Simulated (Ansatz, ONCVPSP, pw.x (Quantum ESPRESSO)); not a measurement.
**V: one change to the ONCV potential, in the atom and in the fcc crystal**

| Quantity | Value |
| --- | --- |
| Element | V (Z = 23) |
| Generator | ONCVPSP 4.0.1.1 (patched build) |
| Type | optimised norm-conserving Vanderbilt (ONCV) |
| Functional | PBE |
| Relativity | scalar-relativistic |
| Frozen core | [Ne] 3s2 |
| Valence charge | 11 |
| Reference configuration | 3p6 3d3 4s2 |
| Partial waves | 4s: rc 2.30 bohr, ncon 4, nbas 9, qcut 2.9 1/bohr, 2 projectors, debl 3 Ha; 3p: rc 1.65 bohr, ncon 4, nbas 8, qcut 8.6 1/bohr, 1 projector; 3d: rc 2.30 bohr, ncon 3, nbas 8, qcut 6.1 1/bohr, 2 projectors, debl 1.6 Ha |
| Local potential | polynomial inside 1.50 bohr (lpopt 2, dvloc0 0 Ha) |
| Core correction | none |

Change: local potential polynomial inside 0.90 bohr (lpopt 2, dvloc0 0 Ha).

Cutoffs, loose and tight: the cutoffs (Ha) at which the residual kinetic energy of the hardest occupied pseudo-wave falls to 1 and 0.1 mHa per electron. They do not see the model core or the augmentation charge, which bear on the density cutoff. Test errors are all-electron minus pseudo excitation energies from the reference, over the configurations 3p6 3d3 4s1; 3p6 3d3 4s0; 3p6 3d2 4s0; 3p6 3d3.5 4s1.5; variants that change the core or the reference have their own tests.

Crystal test: fcc V in pw.x 7.5, no spin, 15³ k-points, Fermi–Dirac smearing 0.01 Ry, cutoffs set for each file from its atomic test. The reference is all-electron LAPW (Ansatz 0.2.0) with the same functional, mesh and smearing; V0 and B0 come from Birch–Murnaghan fits to the pressures at five volumes. Errors are pseudo minus all-electron; Δ is the rms difference of the E(V) curves that follow from these fits, minima aligned, over ±6 % about the mean V0. Mesh and smearing are coarse, so the numbers serve the comparison and aren't converged zero-temperature values; the lattice is a test structure that the element need not adopt.

All-electron: a0 = 3.820 Å (V0 = 13.94 Å³/atom), B0 = 173.4 GPa.

Does the change bring the crystal closer to the all-electron result?

The mean pressure error goes from +1.81 to +9.54 GPa, so the change moves the solid further from the all-electron pressures. At 80 % of its cutoff the pressure of the base moves by -3.90 GPa.

```csv
quantity,base,changed
outcome (atom),generated,generated
"cutoff, loose (atom)",23 Ha,23 Ha
"cutoff, tight (atom)",28 Ha,28 Ha
bound ghosts (atom),none,s
largest test error (meV) (atom),+378,+381 over the solved tests; 1 of 4 tests not solved or not reliable
cutoffs in pw.x (Ry),65/260,65/260
a0 (Å),3.834,–
a0 error (%),+0.36,–
B0 error (%),-4.3,–
Δ (meV/atom),5.5,–
mean pressure error (GPa),+1.81,+9.54
```

A dash: not determined, or the minimum lies outside the volumes sampled.

Changed file: This is a poor potential for the solid. Note: ghosts flagged at negative energy: s at -10.8 eV; no localised positive-energy state flagged. A true bound ghost makes a file unfit for plane-wave use. Atomic configuration tests: 1 of 4 tests not solved or not reliable.
